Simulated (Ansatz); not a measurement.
Cr, 6 atoms in the cell. The cell holds a slab with vacuum, 6 atoms: a = 2.602 Å, b = 2.602 Å, c = 24.200 Å, α = 90.00°, β = 90.00°, γ = 90.00°.  The cell isn't the ideal one: the (1 0 0) slab of Cr, cut from the database cell, not relaxed.

| Item | Value |
| --- | --- |
| Program | Ansatz 0.2.0 |
| Task | single point |
| Functional | PBE |
| Potentials or basis | Ansatz PAW |
| Cutoff | 420 eV (not typed: the program's choice for these potentials) |
| k mesh | 10 × 10 × 1 |
| Occupations | fermi-dirac, width 0.05 eV |
| Spin | collinear spin, ferromagnetic start |
| Starting moments | [3.0, 3.0, 3.0, 3.0, 3.0, 3.0] μB |
| Boundary along the surface normal | dipole_correction |
| Miller | [1, 0, 0] |
| Bulk formula | Cr |

Potentials or basis: Ansatz PAW.

Run with:

```bash
$ ansatz run input.yaml --threads 4 --pin off --max-ram 11264MiB --backend cpu --events-out ev --progress --plain --runs-dir out
```

Hardware: 4 threads of Arm Neoverse V1, on a shared host.

Estimate the wall time of this run.

Wall time 61 s on 4 threads of Arm Neoverse V1, with other jobs on the host, peak memory 0.7 GiB. Counts: scf iterations 37, plane waves 3213, k points 21, bands 62.
